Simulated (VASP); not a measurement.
A run of VASP 6.6.1 is set up as follows.

INCAR

```
ALGO = Normal ; EDIFF = 1E-7
ENCUT = 520 ; ISIF = 2
ISMEAR = -1 ; LASPH = True
LCHARG = True ; LELF = True
LREAL = False ; LVHAR = True
LWAVE = False ; NBANDS = 16
NELM = 80 ; PREC = Accurate
SIGMA = 0.05
```

Contents of KPOINTS:

```
k-points
0
Gamma
  7 7 7
```

POSCAR

```
AgCl
1.0
    0.0000000000      2.6791680073      2.6791680073
    2.6791680073      0.0000000000      2.6791680073
    2.6791680073      2.6791680073      0.0000000000
Ag Cl
1 1
Direct
    0.0000000000      0.0000000000      0.0000000000
    0.5000000000      0.5000000000      0.5000000000
```

Potentials or basis: VASP PAW LDA potentials, release 64 (Ag, Cl).

Run with:

```console
$ cat potpaw_LDA.64/Ag/POTCAR potpaw_LDA.64/Cl/POTCAR > POTCAR
$ mpirun -np 1 vasp_std > vasp.out
```

Problem. Predict the pressure.

Solution. -0.1 GPa.

Problem. Estimate the band gap on the k mesh.

Solution. 0.75 eV, indirect (least direct gap 3.40 eV).

**Measured values to compare with.**

A printed reference work, data compilation reports, for a bulk crystal of AgCl: band gap 3.249 eV (indirect).

Against the measured gap of AgCl, 3.249 eV (indirect; a printed reference work, data compilation), the calculated 0.75 eV is off by -2.50 eV. So large a miss can be the level of theory's own, or it may mean another phase, state or a wrong row. Spin-orbit coupling on Ag is left out. The value is that of LDA on a finite k mesh, which can miss the band edges, without temperature or zero-point motion. Semilocal functionals fall short of measured gaps as a rule.
